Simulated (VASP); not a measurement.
# InAs (F-43m) in VASP: single point with PBE

Aim: the single point of InAs with PBE.

Program: VASP 6.6.1. These are calculated values, not measurements. Logs are shortened: lines on timing, memory, paths and dates and some standing lists are left out, and cuts for length are marked.

**Measured values to compare with.**

From a printed reference work, data compilation, for a bulk crystal of InAs at 4.2 K: band gap 0.418 eV (direct).

The runs below are set against these values where they give the same quantity.

## Step 1: The cell of the first run

The structure is cubic, space group F-43m (No. 216). Conventional cell: a = 6.186 Å, b = 6.186 Å, c = 6.186 Å, α = 90.00°, β = 90.00°, γ = 90.00°. Within 3.5 Å of In (site symmetry -43m) lie 4 As at 2.68 Å. Within 3.5 Å of As (site symmetry -43m) lie 4 In at 2.68 Å.

## Step 2: Single point, PBE

INCAR

```
  PREC = Accurate
  ENCUT = 500
  EDIFF = 1E-6
  ISMEAR = 0
  SIGMA = 0.1
  LREAL = Auto
  LASPH = True
  NELM = 120
  ALGO = Normal
  ISIF = 2
  LWAVE = False
  LCHARG = False
  GGA = PE
  NBANDS = 166
  GGA_COMPAT = False
```

KPOINTS

```
regular mesh
0
Gamma
  3 3 3
```

POSCAR

```
InAs
1.0
   -6.1863269466      6.1863269466     -6.1863269466
   -6.1863269466     -6.1863269466      6.1863269466
    6.1863269466      6.1863269466      6.1863269466
In As
16 16
Direct
    0.0000000000      0.2500000000      0.7500000000
    0.7500000000      0.5000000000      0.7500000000
    0.7500000000      0.2500000000      0.0000000000
    0.5000000000      0.7500000000      0.7500000000
    0.5000000000      0.5000000000      0.0000000000
    0.5000000000      0.2500000000      0.2500000000
    0.2500000000      0.0000000000      0.7500000000
    0.2500000000      0.7500000000      0.0000000000
    0.2500000000      0.5000000000      0.2500000000
    0.2500000000      0.2500000000      0.5000000000
    0.0000000000      0.0000000000      0.0000000000
    0.0000000000      0.7500000000      0.2500000000
    0.0000000000      0.5000000000      0.5000000000
    0.7500000000      0.0000000000      0.2500000000
    0.7500000000      0.7500000000      0.5000000000
    0.5000000000      0.0000000000      0.5000000000
    0.0000000000      0.0000000000      0.2500000000
    0.7500000000      0.2500000000      0.2500000000
    0.7500000000      0.0000000000      0.5000000000
    0.5000000000      0.5000000000      0.2500000000
    0.5000000000      0.2500000000      0.5000000000
    0.5000000000      0.0000000000      0.7500000000
    0.2500000000      0.7500000000      0.2500000000
    0.2500000000      0.5000000000      0.5000000000
    0.2500000000      0.2500000000      0.7500000000
    0.2500000000      0.0000000000      0.0000000000
    0.0000000000      0.7500000000      0.5000000000
    0.0000000000      0.5000000000      0.7500000000
    0.0000000000      0.2500000000      0.0000000000
    0.7500000000      0.7500000000      0.7500000000
    0.7500000000      0.5000000000      0.0000000000
    0.5000000000      0.7500000000      0.0000000000
```

Potentials or basis: VASP PAW PBE potentials, release 64 (In_d, As).

Command:

```console
$ cat potpaw_PBE.64/In_d/POTCAR potpaw_PBE.64/As/POTCAR > POTCAR
$ mpirun -np 1 vasp_std > vasp.out
```

OUTCAR:

```text
PREC = Accurate
   ENCUT = 500
   EDIFF = 1E-6
   ISMEAR = 0
   LREAL = Auto
   LASPH = True
   NELM = 120
   ISIF = 2
   GGA = PE

 ion  position               nearest neighbor table
   1  0.000  0.250  0.750-  19 2.68  25 2.68  28 2.68  29 2.68
   2  0.750  0.500  0.750-  21 2.68  28 2.68  30 2.68  31 2.68
   3  0.750  0.250  0.000-  18 2.68  22 2.68  29 2.68  31 2.68
   4  0.500  0.750  0.750-  22 2.68  24 2.68  30 2.68  32 2.68
   5  0.500  0.500  0.000-  20 2.68  25 2.68  31 2.68  32 2.68
   6  0.500  0.250  0.250-  18 2.68  20 2.68  21 2.68  26 2.68
[... 24 lines left out ...]
  31  0.750  0.500  0.000-   2 2.68   3 2.68   5 2.68  12 2.68
  32  0.500  0.750  0.000-   4 2.68   5 2.68   8 2.68  14 2.68

  LATTYP: Found a body centered cubic cell.
 ALAT       =    12.3726538932

  Lattice vectors:

 A1 = (  -6.1863269466,   6.1863269466,  -6.1863269466)
 A2 = (  -6.1863269466,  -6.1863269466,   6.1863269466)
 A3 = (   6.1863269466,   6.1863269466,   6.1863269466)

Analysis of symmetry for initial positions (statically):
=====================================================================
 Subroutine PRICEL returns following result:

  LATTYP: Found a face centered cubic cell.
 ALAT       =     6.1863269466

  Lattice vectors:

 A1 = (   0.0000000000,  -3.0931634733,   3.0931634733)
 A2 = (   3.0931634733,  -3.0931634733,  -0.0000000000)
 A3 = (   3.0931634733,   0.0000000000,   3.0931634733)

  16 primitive cells build up your supercell.

 Routine SETGRP: Setting up the symmetry group for a
 body centered cubic supercell.

 Subroutine GETGRP returns: Found 24 space group operations
 (whereof 24 operations were pure point group operations)
 out of a pool of 48 trial point group operations.

The static configuration has the point symmetry T_d .

Analysis of symmetry for dynamics (positions and initial velocities):
=====================================================================
 Subroutine PRICEL returns following result:

  LATTYP: Found a face centered cubic cell.
 ALAT       =     6.1863269466

  Lattice vectors:

 A1 = (   0.0000000000,  -3.0931634733,   3.0931634733)
 A2 = (   3.0931634733,  -3.0931634733,  -0.0000000000)
 A3 = (   3.0931634733,   0.0000000000,   3.0931634733)

  16 primitive cells build up your supercell.

 Routine SETGRP: Setting up the symmetry group for a
 body centered cubic supercell.

 Subroutine GETGRP returns: Found 24 space group operations
 (whereof 24 operations were pure point group operations)
 out of a pool of 48 trial point group operations.

The dynamic configuration has the point symmetry T_d .

 Subroutine INISYM returns: Found 24 space group operations
 (whereof 24 operations are pure point group operations),
 and found    16 'primitive' translations

----------------------------------------------------------------------------------------

                                     Primitive cell

  volume of cell :      59.1887

  direct lattice vectors                    reciprocal lattice vectors
     0.000000000 -3.093163473  3.093163473    -0.161646807 -0.161646807  0.161646807
     3.093163473 -3.093163473 -0.000000000     0.161646807 -0.161646807 -0.161646807
     3.093163473  0.000000000  3.093163473     0.161646807  0.161646807  0.161646807

  length of vectors
     4.374393735  4.374393735  4.374393735     0.279980483  0.279980483  0.279980483

  position of ions in fractional coordinates (direct lattice)
     0.000000000  0.000000000  0.000000000
     0.750000000  0.750000000  0.750000000

  ion indices of the primitive-cell ions
   primitive index   ion index
                 1           1
                 2          28

----------------------------------------------------------------------------------------

 KPOINTS: regular mesh

Automatic generation of k-mesh.
 Grid dimensions read from file:
 generate k-points for:    3    3    3

 Generating k-lattice:

  Cartesian coordinates                     Fractional coordinates (reciprocal lattice)
    -0.026941135  0.026941135  0.000000000     0.333333333  0.000000000  0.000000000
    -0.026941135  0.000000000  0.026941135     0.000000000  0.333333333  0.000000000
     0.000000000  0.026941135  0.026941135     0.000000000  0.000000000  0.333333333

  Length of vectors
     0.038100518  0.038100518  0.038100518

  Shift w.r.t. Gamma in fractional coordinates (k-lattice)
     0.000000000  0.000000000  0.000000000

 Subroutine IBZKPT returns following result:
 ===========================================

 Found      4 irreducible k-points:

 Following reciprocal coordinates:
            Coordinates               Weight
  0.000000  0.000000  0.000000      1.000000
  0.333333  0.000000  0.000000     12.000000
  0.333333  0.333333  0.000000      8.000000
 -0.333333  0.333333  0.333333      6.000000
   k-points           NKPTS =      4   k-points in BZ     NKDIM =      4   number of bands    NBANDS=    166
   number of dos      NEDOS =    301   number of ions     NIONS =     32
   total plane-waves  NPLWV = 512000
   dimension x,y,z NGX =    80 NGY =   80 NGZ =   80
   dimension x,y,z NGXF=   160 NGYF=  160 NGZF=  160
   ions per type =              16  16
   NGX,Y,Z   is equivalent  to a cutoff of  12.41, 12.41, 12.41 a.u.
   NGXF,Y,Z  is equivalent  to a cutoff of  24.82, 24.82, 24.82 a.u.
 SYSTEM =  unknown system
   PREC   = accura    normal or accurate (medium, high low for compatibility)
   ISTART =      0    job   : 0-new  1-cont  2-samecut
   ICHARG =      2    charge: 1-file 2-atom 10-const
   ISPIN  =      1    spin polarized calculation?
   LNONCOLLINEAR =      F non collinear calculations
   LSORBIT =      F    spin-orbit coupling
   LASPH  =      T    aspherical Exc in radial PAW
   ENCUT  =  500.0 eV  36.75 Ry    6.06 a.u.  19.54 19.54 19.54*2*pi/ulx,y,z
   NELM   =    120;   NELMIN=  2; NELMDL= -5     # of ELM steps
   EDIFF  = 0.1E-05   stopping-criterion for ELM
   LREAL  =      T    real-space projection
   EDIFFG = 0.1E-04   stopping-criterion for IOM
   NSW    =      0    number of steps for IOM
   IBRION =     -1    ionic relax: 0-MD 1-quasi-New 2-CG
   NFREE  =      0    steps in history (QN), initial steepest desc. (CG)
   ISIF   =      2    stress and relaxation
   ISYM   =      2    0-nonsym 1-usesym 2-fastsym
   POTIM  = 0.5000    time-step for ionic-motion
   TEBEG  =    0.0;   TEEND  =   0.0 temperature during run
   PSTRESS=    0.0 pullay stress
   NELECT =     288.0000    total number of electrons
   NUPDOWN=      -1.0000    fix difference up-down
   EMIN   =  10.00;   EMAX   =-10.00  energy-range for DOS
   EFERMI =   0.00;   METHOD = LEGACY
   ISMEAR =     0;   SIGMA  =   0.10  broadening in eV -4-tet -1-fermi 0-gaus
   EFERMI_NEDOS =   21; number of points for ismear=-14 and -15
   IALGO  =     38    algorithm
   IMIX   =      4    mixing-type and parameters
     AMIX     =   0.40;   BMIX     =  1.00
     AMIX_MAG =   1.60;   BMIX_MAG =  1.00
  volume/ion in A,a.u.               =      29.59       199.71
  Fermi-wavevector in a.u.,A,eV,Ry     =   1.100912  2.080423 16.490374  1.212008
  Thomas-Fermi vector in A             =   2.237331
   LORBIT       =      0    0 simple, 1 ext, 2 COOP (PROOUT), +10 PAW based schemes
   GGA     = PE    functional components
   LHFCALC =     F    Hartree Fock is set to
   AEXX    =    0.0000 exact exchange contribution
   IVDW    =     0    specifies the selected vdW correction
   LEPSILON=     F    determine dielectric tensor
   LRPA    =     F    only Hartree local field effects (RPA)
 non-spin polarized calculation
 Gauss-broadening in eV      SIGMA  =   0.10
  energy-cutoff  :      500.00
  volume of cell :      947.02
 maximum number of plane-waves:     24103
 NGX is ok and might be reduce to    80
   NGX = 39   NGY = 39   NGZ = 39

 number of electron     287.9999845 magnetization

 Free energy of the ion-electron system (eV)
  ---------------------------------------------------
  ext. energy  EPLUGINS =         0.00000000
  ---------------------------------------------------
  free energy    TOTEN  =      -123.52398717 eV

  energy without entropy =     -123.51570175  energy(sigma->0) =     -123.51984446

 E-fermi :   3.8906     XC(G=0):  -8.7968

 val. band max:        3.8413622990   @ k =   0.0000   0.0000   0.0000
 cond. band min:       4.7989942891   @ k =   0.3333   0.3333   0.0000
 fundamental gap:      0.9576319902
 Fermi energy:         3.8905691560

 k-point     1 :       0.0000    0.0000    0.0000
  band No.  band energies     occupation
      1     -10.5669      2.00000
      2     -10.5669      2.00000
      3     -10.5669      2.00000
      4     -10.5163      2.00000
      5     -10.5163      2.00000
      6     -10.5163      2.00000
[... 148 lines left out ...]
    155       6.2645      0.00000
    156       6.2645      0.00000

 k-point     2 :       0.3333    0.0000    0.0000
  band No.  band energies     occupation
      1     -10.5584      2.00000
      2     -10.5549      2.00000
      3     -10.5549      2.00000
      4     -10.5398      2.00000
      5     -10.5295      2.00000
      6     -10.5295      2.00000
[... 148 lines left out ...]
    155       6.3608      0.00000
    156       6.3608      0.00000

 k-point     3 :       0.3333    0.3333    0.0000
  band No.  band energies     occupation
      1     -10.5436      2.00000
      2     -10.5436      2.00000
      3     -10.5436      2.00000
      4     -10.5436      2.00000
      5     -10.5436      2.00000
      6     -10.5436      2.00000
[... 148 lines left out ...]
    155       6.3651      0.00000
    156       6.3651      0.00000

 k-point     4 :      -0.3333    0.3333    0.3333
  band No.  band energies     occupation
      1     -10.5529      2.00000
      2     -10.5529      2.00000
      3     -10.5431      2.00000
      4     -10.5431      2.00000
      5     -10.5431      2.00000
      6     -10.5431      2.00000
[... 148 lines left out ...]
    155       6.3863      0.00000
    156       6.6446      0.00000
 [bands above 156 left out]

------------------------ aborting loop because EDIFF is reached ----------------------------------------

  FORCE on cell =-STRESS in cart. coord.  units (eV):
  Direction    XX          YY          ZZ          XY          YZ          ZX
  --------------------------------------------------------------------------------------
  -------------------------------------------------------------------------------------
  Total        0.0934630      0.0934630      0.0934630      0.0000000      0.0000000      0.0000000
  in kB        0.1581217      0.1581217      0.1581217      0.0000000      0.0000000      0.0000000
  external PRESSURE =       0.1581217 kB  Pullay stress =       0.0000000 kB

 VOLUME and BASIS-vectors are now :
 -----------------------------------------------------------------------------
  energy-cutoff  :      500.00
  volume of cell :      947.02
      direct lattice vectors                 reciprocal lattice vectors
    -6.186326947  6.186326947 -6.186326947    -0.080823404  0.080823404  0.000000000
    -6.186326947 -6.186326947  6.186326947    -0.080823404  0.000000000  0.080823404
     6.186326947  6.186326947  6.186326947     0.000000000  0.080823404  0.080823404

 POSITION                                       TOTAL-FORCE (eV/Angst)
 -----------------------------------------------------------------------------------
      3.09316      3.09316      6.18633         0.000000      0.000000      0.000000
     -3.09316      6.18633      3.09316         0.000000      0.000000      0.000000
     -6.18633      3.09316     -3.09316         0.000000      0.000000      0.000000
     -3.09316      3.09316      6.18633         0.000000      0.000000      0.000000
     -6.18633      0.00000      0.00000         0.000000      0.000000      0.000000
     -3.09316      3.09316      0.00000         0.000000      0.000000      0.000000
[... 24 lines left out ...]
     -7.73291      1.54658     -1.54658        -0.000000     -0.000000     -0.000000
     -7.73291     -1.54658      1.54658        -0.000000     -0.000000      0.000000
 -----------------------------------------------------------------------------------
    total drift:                                0.000031     -0.000030     -0.000030

  FREE ENERGIE OF THE ION-ELECTRON SYSTEM (eV)
  ---------------------------------------------------
  free  energy   TOTEN  =      -123.5239871716 eV

  energy  without entropy=     -123.5157017490  energy(sigma->0) =     -123.51984446
```

Run time: 37 min. Hardware: 1 thread of Intel Xeon 8259CL, shared host; peak memory 1.2 GiB.

What came out:

* Free energy: -123.5240 eV
* Pressure: 0.0 GPa
* Band gap on the k mesh: zero (filled and empty bands touch)

Levels at points of the mesh, in eV from the Fermi level:
```csv
k point,band 140,band 141,band 142,band 143,band 144,band 145,band 146,band 147,band 148,band 149
"(0.00, 0.00, 0.00)",-0.99,-0.99,-0.59,-0.05,-0.05,-0.05,1.61,1.61,1.61,1.99
```

Caveat: semilocal functionals underestimate gaps, so a narrow gap can read as zero; spin-orbit coupling is left out, which moves the levels of the heavy elements.

## Step 3: How close it comes

Step 2. Against the measured gap of InAs, 0.418 eV (direct; 4.2 K; a printed reference work, data compilation), the calculated 0.00 eV is off by -0.42 eV. Spin-orbit coupling on As, In is left out. The value is that of PBE on a finite k mesh, which can miss the band edges, without temperature or zero-point motion. Semilocal functionals fall short of measured gaps as a rule.
